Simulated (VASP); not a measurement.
## V2O5: relaxation of cell and atoms with rev-vdW-DF2

The system is V2O5.

```xyz
14
Lattice="3.5640 0.0000 0.0000 0.0000 11.5120 0.0000 0.0000 0.0000 4.3680" Properties=species:S:1:pos:R:3 pbc="T T T"
V     0.0000    9.7988    0.4731
V     0.0000    1.7132    0.4731
V     1.7820    4.0428    3.8949
V     1.7820    7.4692    3.8949
O     0.0000    9.8347    2.0486
O     0.0000    1.6773    2.0486
O     1.7820    4.0787    2.3194
O     1.7820    7.4333    2.3194
O     0.0000    7.8408    4.3549
O     0.0000    3.6712    4.3549
O     1.7820    2.0848    0.0131
O     1.7820    9.4272    0.0131
O     0.0000    0.0000    4.3636
O     1.7820    5.7560    0.0044
```

```
Program                : VASP 6.6.1
Task                   : relaxation of cell and atoms
Functional             : rev-vdW-DF2
Potentials or basis    : VASP PAW PBE potentials, release 64 (V_sv, O)
Cutoff                 : 600 eV
k mesh                 : 8 × 4 × 6
Occupations            : gaussian, width 0.03 eV
Spin                   : no spin polarisation
Further INCAR settings : ALGO = Normal; EDIFF = 1e-06; IBRION = 2; EDIFFG = -0.01; NSW = 90; ISIF = 3
```

```json
{
  "Relaxed volume": "12.57 Å³/atom",
  "Relaxed cell": "a = 3.552 Å, b = 11.686 Å, c = 4.241 Å, α = 90.00°, β = 90.00°, γ = 90.00°",
  "Space group after relaxing (to 0.05 Å)": "Pmmn (No. 59)",
  "Energy gained by relaxing": "4.8 meV/atom",
  "Ionic steps": "37",
  "Pressure after relaxing": "0.0 GPa",
  "Largest force after relaxing": "0.007 eV/Å",
  "Band gap on the k mesh": "1.60 eV, indirect (least direct gap 1.92 eV)"
}
```

Forces on the atoms (eV/Å):
```
V    0.000  0.005  0.003
V    0.000 -0.005  0.003
V    0.000  0.005 -0.003
V    0.000 -0.005 -0.003
O    0.000 -0.006  0.001
O    0.000  0.006  0.001
O    0.000 -0.006 -0.001
O    0.000  0.006 -0.001
O    0.000 -0.002 -0.002
O    0.000  0.002 -0.002
O    0.000 -0.002  0.002
O    0.000  0.002  0.002
O    0.000  0.000  0.007
O    0.000  0.000 -0.007
```

Stress tensor (GPa, compression positive):
```
-0.02  0.00  0.00
 0.00 -0.04  0.00
 0.00  0.00  0.06
```

Step by step:
```tsv
step	energy change (eV)	largest force (eV/Å)	pressure (GPa)	volume (Å³)
1	0.0000	1.0974	2.88	179.21
2	0.9843	3.9997	-9.08	185.22
3	-0.0413	0.2608	0.39	180.13
4	-0.0416	0.1859	0.57	180.06
5	-0.0416	0.1699	0.62	180.04
6	-0.0474	0.0865	-0.68	181.24
7	-0.0478	0.0825	-0.42	181.00
8	-0.0514	0.0605	-0.30	180.66
9	-0.0530	0.1946	-0.04	180.01
10	-0.0533	0.1460	-0.11	180.18
11	-0.0554	0.0689	-0.04	179.86
12	-0.0559	0.0947	0.04	179.57
13	-0.0577	0.0785	-0.04	179.36
14	-0.0600	0.1251	-0.26	178.72
15	-0.0609	0.0669	-0.17	178.58
16	-0.0616	0.0760	0.04	178.27
17	-0.0616	0.0742	0.00	178.30
18	-0.0619	0.0711	0.01	178.25
19	-0.0626	0.0621	-0.02	178.12
20	-0.0636	0.0450	-0.09	177.86
21	-0.0641	0.0913	-0.22	177.33
22	-0.0645	0.0688	-0.14	177.16
23	-0.0646	0.0773	-0.04	176.94
24	-0.0650	0.0638	-0.06	176.85
25	-0.0654	0.0682	-0.11	176.66
26	-0.0658	0.0567	-0.04	176.54
27	-0.0665	0.0601	0.19	176.18
28	-0.0665	0.0748	0.27	176.05
29	-0.0669	0.0513	0.24	175.98
30	-0.0673	0.0225	0.15	175.81
31	-0.0674	0.0161	0.11	175.85
32	-0.0674	0.0269	0.07	175.91
33	-0.0675	0.0217	0.00	175.96
34	-0.0675	0.0223	-0.05	175.99
35	-0.0675	0.0208	-0.06	176.01
36	-0.0676	0.0164	-0.08	176.06
37	-0.0677	0.0073	0.00	176.02
```

Final structure:
```
V O
1.0
     3.55171    0.00000    0.00000
     0.00000   11.68626    0.00000
     0.00000    0.00000    4.24079
V O
4 10
Cartesian
  0.0000 9.9590 0.4621
  0.0000 1.7273 0.4621
  1.7759 4.1158 3.7786
  1.7759 7.5704 3.7786
  0.0000 9.9792 2.0616
  0.0000 1.7071 2.0616
  1.7759 4.1360 2.1792
  1.7759 7.5502 2.1792
  0.0000 7.9661 4.2293
  0.0000 3.7202 4.2293
  1.7759 2.1229 0.0115
  1.7759 9.5633 0.0115
  0.0000 0.0000 0.0236
  1.7759 5.8431 4.2171
```

Levels at points of the mesh, in eV from the valence-band top:
```csv
k point,band 53,band 54,band 55,band 56,band 57,band 58,band 59,band 60
"(0.00, 0.00, 0.00)",-1.09,-0.89,-0.77,-0.76,1.60,1.76,2.97,3.00
"(0.50, 0.00, 0.00)",-0.84,-0.84,-0.79,-0.79,2.05,2.05,2.77,2.77
"(0.00, 0.50, 0.00)",-0.88,-0.88,-0.79,-0.79,1.68,1.68,3.04,3.04
"(0.50, 0.50, 0.00)",-0.82,-0.82,-0.73,-0.73,2.14,2.14,2.75,2.75
"(0.00, 0.00, 0.50)",-0.80,-0.47,-0.28,-0.12,1.80,1.97,3.15,3.19
"(0.50, 0.00, 0.50)",-0.22,-0.22,0.00,0.00,2.12,2.12,2.91,2.91
"(0.00, 0.50, 0.50)",-0.62,-0.62,-0.20,-0.20,1.88,1.88,3.17,3.17
"(0.50, 0.50, 0.50)",-0.07,-0.07,-0.02,-0.02,2.18,2.18,2.86,2.86
```

Run time: 93 min on 4 MPI ranks on Intel(R) Xeon(R) 6975P-C (Granite Rapids), with other jobs on the host, peak memory 1.2 GiB a rank.

Caveat: the PAW data sets were made with another functional, which shifts forces and pressure a little. A k mesh can miss the band edges.
